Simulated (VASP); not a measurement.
# Nb (Im-3m) in VASP: notebook

One crystal, Nb, is run at these levels: AM05, PW91, r2SCAN, SCAN; tasks: band structure.

Program: VASP 6.6.1. These are calculated values, not measurements. Logs are shortened: lines on timing, memory, paths and dates and some standing lists are left out, and cuts for length are marked.

## (1) The crystal as given

Symmetry: Im-3m, No. 229, cubic system. The conventional cell has a = 3.328 Å, b = 3.328 Å, c = 3.328 Å, α = 90.00°, β = 90.00°, γ = 90.00°. Around Nb (site symmetry m-3m) lie 8 Nb at 2.88 Å.

## (2) Band structure, AM05

Input file POSCAR:

```
Nb
1.0
   -1.6639500000      1.6639500000      1.6639500000
    1.6639500000     -1.6639500000      1.6639500000
    1.6639500000      1.6639500000     -1.6639500000
Nb
1
Direct
    0.0000000000      0.0000000000      0.0000000000
```

Input file INCAR.step1:

```
SYSTEM = Nb
PREC = Accurate
ENCUT = 520
EDIFF = 1E-6
ISMEAR = -1
SIGMA = 0.05
LREAL = .FALSE.
LASPH = .TRUE.
NELM = 100
ALGO = Normal
ISIF = 2
LWAVE = .FALSE.
LCHARG = .TRUE.
LMAXMIX = 4
GGA = AM
NBANDS = 12
```

Input file KPOINTS.step1:

```
regular mesh
0
G
  11 11 11
  0 0 0
```

Input file INCAR.step2:

```
SYSTEM = Nb
PREC = Accurate
ENCUT = 520
EDIFF = 1E-6
ISMEAR = 0
SIGMA = 0.05
LREAL = .FALSE.
LASPH = .TRUE.
NELM = 100
ALGO = Normal
ISIF = 2
LWAVE = .FALSE.
LCHARG = .FALSE.
LMAXMIX = 4
GGA = AM
NBANDS = 12
ICHARG = 11
```

Input file KPOINTS.step2:

```
path GHNGPH,PN
20
line-mode
reciprocal
 0.0000000000  0.0000000000  0.0000000000  G
 0.5000000000 -0.5000000000  0.5000000000  H

 0.5000000000 -0.5000000000  0.5000000000  H
 0.0000000000  0.0000000000  0.5000000000  N

 0.0000000000  0.0000000000  0.5000000000  N
 0.0000000000  0.0000000000  0.0000000000  G

 0.0000000000  0.0000000000  0.0000000000  G
 0.2500000000  0.2500000000  0.2500000000  P

 0.2500000000  0.2500000000  0.2500000000  P
 0.5000000000 -0.5000000000  0.5000000000  H

 0.2500000000  0.2500000000  0.2500000000  P
 0.0000000000  0.0000000000  0.5000000000  N
```

Potentials or basis: VASP PAW PBE potentials, release 64 (Nb_sv).

Run with:

```bash
> cat potpaw_PBE.64/Nb_sv/POTCAR > POTCAR
> cp INCAR.step1 INCAR
> cp KPOINTS.step1 KPOINTS
> mpirun -np 1 vasp_std > vasp.out
> cp INCAR.step2 INCAR
> cp KPOINTS.step2 KPOINTS
> mpirun -np 1 vasp_std > vasp.out
```

OUTCAR:

```text
SYSTEM = Nb
   PREC = Accurate
   ENCUT = 520
   EDIFF = 1E-6
   ISMEAR = 0
   LREAL = .FALSE.
   LASPH = .TRUE.
   NELM = 100
   ISIF = 2
   GGA = AM
   ICHARG = 11

 ion  position               nearest neighbor table
   1  0.000  0.000  0.000-

  LATTYP: Found a body centered cubic cell.
 ALAT       =     3.3279000000

  Lattice vectors:

 A1 = (  -1.6639500000,   1.6639500000,   1.6639500000)
 A2 = (   1.6639500000,  -1.6639500000,   1.6639500000)
 A3 = (   1.6639500000,   1.6639500000,  -1.6639500000)

Analysis of symmetry for initial positions (statically):
=====================================================================
 Subroutine PRICEL returns:
 Original cell was already a primitive cell.

 Routine SETGRP: Setting up the symmetry group for a
 body centered cubic supercell.

 Subroutine GETGRP returns: Found 48 space group operations
 (whereof 48 operations were pure point group operations)
 out of a pool of 48 trial point group operations.

The static configuration has the point symmetry O_h .

Analysis of symmetry for dynamics (positions and initial velocities):
=====================================================================
 Subroutine PRICEL returns:
 Original cell was already a primitive cell.

 Routine SETGRP: Setting up the symmetry group for a
 body centered cubic supercell.

 Subroutine GETGRP returns: Found 48 space group operations
 (whereof 48 operations were pure point group operations)
 out of a pool of 48 trial point group operations.

The dynamic configuration has the point symmetry O_h .

 Subroutine INISYM returns: Found 48 space group operations
 (whereof 48 operations are pure point group operations),
 and found     1 'primitive' translations

----------------------------------------------------------------------------------------

                                     Primitive cell

  volume of cell :      18.4281

  direct lattice vectors                    reciprocal lattice vectors
    -1.663950000  1.663950000  1.663950000     0.000000000  0.300489798  0.300489798
     1.663950000 -1.663950000  1.663950000     0.300489798  0.000000000  0.300489798
     1.663950000  1.663950000 -1.663950000     0.300489798  0.300489798  0.000000000

  length of vectors
     2.882045941  2.882045941  2.882045941     0.424956748  0.424956748  0.424956748

  position of ions in fractional coordinates (direct lattice)
     0.000000000  0.000000000  0.000000000

  ion indices of the primitive-cell ions
   primitive index   ion index
                 1           1

----------------------------------------------------------------------------------------

 KPOINTS: path GHNGPH,PN

Interpolating k-points between supplied coordinates.

 Line segments in fractional coordinates (reciprocal lattice):
    0.000000  0.000000  0.000000  ...  0.500000 -0.500000  0.500000
    0.500000 -0.500000  0.500000  ...  0.000000  0.000000  0.500000
    0.000000  0.000000  0.500000  ...  0.000000  0.000000  0.000000
    0.000000  0.000000  0.000000  ...  0.250000  0.250000  0.250000
    0.250000  0.250000  0.250000  ...  0.500000 -0.500000  0.500000
    0.250000  0.250000  0.250000  ...  0.000000  0.000000  0.500000

 Generated    20 points on each line segment, for a total of    120 k-points:

 Following reciprocal coordinates:
            Coordinates               Weight
  0.000000  0.000000  0.000000      0.008333
  0.026316 -0.026316  0.026316      0.008333
  0.052632 -0.052632  0.052632      0.008333
  0.078947 -0.078947  0.078947      0.008333
  0.105263 -0.105263  0.105263      0.008333
  0.131579 -0.131579  0.131579      0.008333
[... 16 lines left out ...]
  0.447368 -0.447368  0.500000      0.008333
  0.421053 -0.421053  0.500000      0.008333
 [... further k-points ...]
   k-points           NKPTS =    120   k-points in BZ     NKDIM =    120   number of bands    NBANDS=     12
   number of dos      NEDOS =    301   number of ions     NIONS =      1
   total plane-waves  NPLWV =  13824
   dimension x,y,z NGX =    24 NGY =   24 NGZ =   24
   dimension x,y,z NGXF=    48 NGYF=   48 NGZF=   48
   ions per type =               1
   NGX,Y,Z   is equivalent  to a cutoff of  13.84, 13.84, 13.84 a.u.
   NGXF,Y,Z  is equivalent  to a cutoff of  27.69, 27.69, 27.69 a.u.
 SYSTEM =  Nb
   PREC   = accura    normal or accurate (medium, high low for compatibility)
   ISTART =      0    job   : 0-new  1-cont  2-samecut
   ICHARG =     11    charge: 1-file 2-atom 10-const
   ISPIN  =      1    spin polarized calculation?
   LNONCOLLINEAR =      F non collinear calculations
   LSORBIT =      F    spin-orbit coupling
   LASPH  =      T    aspherical Exc in radial PAW
   ENCUT  =  520.0 eV  38.22 Ry    6.18 a.u.   5.36  5.36  5.36*2*pi/ulx,y,z
   NELM   =    100;   NELMIN=  2; NELMDL=  0     # of ELM steps
   EDIFF  = 0.1E-05   stopping-criterion for ELM
   LREAL  =      F    real-space projection
   EDIFFG = 0.1E-04   stopping-criterion for IOM
   NSW    =      0    number of steps for IOM
   IBRION =     -1    ionic relax: 0-MD 1-quasi-New 2-CG
   NFREE  =      0    steps in history (QN), initial steepest desc. (CG)
   ISIF   =      2    stress and relaxation
   ISYM   =      2    0-nonsym 1-usesym 2-fastsym
   POTIM  = 0.5000    time-step for ionic-motion
   TEBEG  =    0.0;   TEEND  =   0.0 temperature during run
   PSTRESS=    0.0 pullay stress
   NELECT =      13.0000    total number of electrons
   NUPDOWN=      -1.0000    fix difference up-down
   EMIN   =  10.00;   EMAX   =-10.00  energy-range for DOS
   EFERMI =   0.00;   METHOD = LEGACY
   ISMEAR =     0;   SIGMA  =   0.05  broadening in eV -4-tet -1-fermi 0-gaus
   EFERMI_NEDOS =   21; number of points for ismear=-14 and -15
   IALGO  =     38    algorithm
   IMIX   =      4    mixing-type and parameters
     AMIX     =   0.40;   BMIX     =  1.00
     AMIX_MAG =   1.60;   BMIX_MAG =  1.00
  volume/ion in A,a.u.               =      18.43       124.36
  Fermi-wavevector in a.u.,A,eV,Ry     =   1.457345  2.753983 28.896790  2.123854
  Thomas-Fermi vector in A             =   2.574157
   LORBIT       =      0    0 simple, 1 ext, 2 COOP (PROOUT), +10 PAW based schemes
   GGA     = AM    functional components
   LHFCALC =     F    Hartree Fock is set to
   AEXX    =    0.0000 exact exchange contribution
   IVDW    =     0    specifies the selected vdW correction
   LEPSILON=     F    determine dielectric tensor
   LRPA    =     F    only Hartree local field effects (RPA)
 non-spin polarized calculation
 Gauss-broadening in eV      SIGMA  =   0.05
  energy-cutoff  :      520.00
  volume of cell :       18.43
 maximum number of plane-waves:       531
 NGX is ok and might be reduce to    24

 number of electron      12.9999999 magnetization

 Free energy of the ion-electron system (eV)
  ---------------------------------------------------
  ext. energy  EPLUGINS =         0.00000000
  ---------------------------------------------------
  free energy    TOTEN  =       -11.48343722 eV

  energy without entropy =      -11.47745189  energy(sigma->0) =      -11.48044455

 E-fermi :  11.1083     XC(G=0): -12.5035

 val. band max:       11.1053967027   @ k =   0.0000   0.0000   0.0263
 cond. band min:      11.1089542030   @ k =   0.0000   0.0000   0.0000
 fundamental gap:      0.0035575003
 Fermi energy:        11.1082827849

 k-point     1 :       0.0000    0.0000    0.0000
  band No.  band energies     occupation
      1     -43.5630      2.00000
      2     -18.9467      2.00000
      3     -18.9467      2.00000
      4     -18.9467      2.00000
      5       4.7860      2.00000
      6      11.1090      0.98485
      7      11.1090      0.98484
      8      11.1090      0.98484
      9      13.9305      0.00000
     10      13.9305      0.00000
     11      24.8596      0.00000
     12      24.8596      0.00000

 k-point     2 :       0.0263   -0.0263    0.0263
  band No.  band energies     occupation
      1     -43.5599      2.00000
      2     -18.9597      2.00000
      3     -18.9523      2.00000
      4     -18.9523      2.00000
      5       4.8425      2.00000
      6      11.1023      1.13456
      7      11.1023      1.13455
      8      11.1342      0.46432
      9      13.8447      0.00000
     10      13.9594      0.00000
     11      24.9415      0.00000
     12      24.9569      0.00000

 k-point     3 :       0.0526   -0.0526    0.0526
  band No.  band energies     occupation
      1     -43.5510      2.00000
      2     -18.9980      2.00000
      3     -18.9693      2.00000
      4     -18.9693      2.00000
      5       5.0095      2.00000
      6      11.0849      1.49102
      7      11.0849      1.49101
      8      11.2095      0.00420
      9      13.5981      0.00000
     10      14.0439      0.00000
     11      25.1760      0.00000
     12      25.2443      0.00000
[... 286 lines left out ...]
 k-point    23 :       0.4474   -0.4474    0.5000
  band No.  band energies     occupation
      1     -43.1834      2.00000
      2     -19.8294      2.00000
      3     -19.8060      2.00000
      4     -19.7961      2.00000
      5       7.1836      2.00000
      6       7.2021      2.00000
      7      15.6749      0.00000
      8      15.7613      0.00000
      9      16.2238      0.00000
     10      19.5491      0.00000
     11      19.8445      0.00000
     12      20.0999      0.00000

 k-point    24 :       0.4211   -0.4211    0.5000
  band No.  band energies     occupation
      1     -43.1887      2.00000
      2     -19.8431      2.00000
      3     -19.7910      2.00000
      4     -19.7691      2.00000
      5       7.2665      2.00000
      6       7.3101      2.00000
      7      15.1641      0.00000
      8      15.3080      0.00000
      9      16.2468      0.00000
     10      19.5170      0.00000
     11      20.0985      0.00000
     12      20.6080      0.00000

 [... further k-points ...]

------------------------ aborting loop because EDIFF is reached ----------------------------------------

  FORCE on cell =-STRESS in cart. coord.  units (eV):
  Direction    XX          YY          ZZ          XY          YZ          ZX
  --------------------------------------------------------------------------------------
  -------------------------------------------------------------------------------------
  Total       -0.4806713     -0.4806713     -0.4806713     -0.0000000      0.0000000      0.0000000
  in kB      -41.7905363    -41.7905363    -41.7905363     -0.0000000      0.0000000      0.0000000
  external PRESSURE =     -41.7905363 kB  Pullay stress =       0.0000000 kB

 VOLUME and BASIS-vectors are now :
 -----------------------------------------------------------------------------
  energy-cutoff  :      520.00
  volume of cell :       18.43
      direct lattice vectors                 reciprocal lattice vectors
    -1.663950000  1.663950000  1.663950000     0.000000000  0.300489798  0.300489798
     1.663950000 -1.663950000  1.663950000     0.300489798  0.000000000  0.300489798
     1.663950000  1.663950000 -1.663950000     0.300489798  0.300489798  0.000000000

 POSITION                                       TOTAL-FORCE (eV/Angst)
 -----------------------------------------------------------------------------------
      0.00000      0.00000      0.00000        -0.000000     -0.000000      0.000000
 -----------------------------------------------------------------------------------
    total drift:                                0.000000      0.000000     -0.000000

  FREE ENERGIE OF THE ION-ELECTRON SYSTEM (eV)
  ---------------------------------------------------
  free  energy   TOTEN  =       -11.4834372213 eV

  energy  without entropy=      -11.4774518858  energy(sigma->0) =      -11.48044455
```

Run time: 17 s. Hardware: 1 thread of Intel Xeon Platinum 8375C at 2.90GHz (Ice Lake), shared host; peak memory 0.15 GiB.

What came out:

| Item | Value |
| --- | --- |
| Band gap along the path | none (metal or under the smearing width) |

Levels at the corners of the path, in eV from the Fermi level:
```tsv
point	band 4	band 5	band 6	band 7	band 8	band 9
Γ	-29.64	-5.90	0.42	0.42	0.42	3.24
H	-30.51	-3.57	-3.57	5.52	5.52	5.52
H	-30.51	-3.57	-3.57	5.52	5.52	5.52
N	-29.65	-3.61	-1.55	2.17	3.27	3.93
N	-29.65	-3.61	-1.55	2.17	3.27	3.93
Γ	-29.64	-5.90	0.42	0.42	0.42	3.24
Γ	-29.64	-5.90	0.42	0.42	0.42	3.24
P	-30.28	-1.05	-1.05	-1.05	4.06	4.06
P	-30.28	-1.05	-1.05	-1.05	4.06	4.06
H	-30.51	-3.57	-3.57	5.52	5.52	5.52
P	-30.28	-1.05	-1.05	-1.05	4.06	4.06
N	-29.65	-3.61	-1.55	2.17	3.27	3.93
```

Caveat: the log is that of the step along the path at fixed density, whose energy, stress, charges and moments have no meaning; the PAW data sets were made with another functional, which shifts forces and pressure a little.

[end of part 1 of 2]
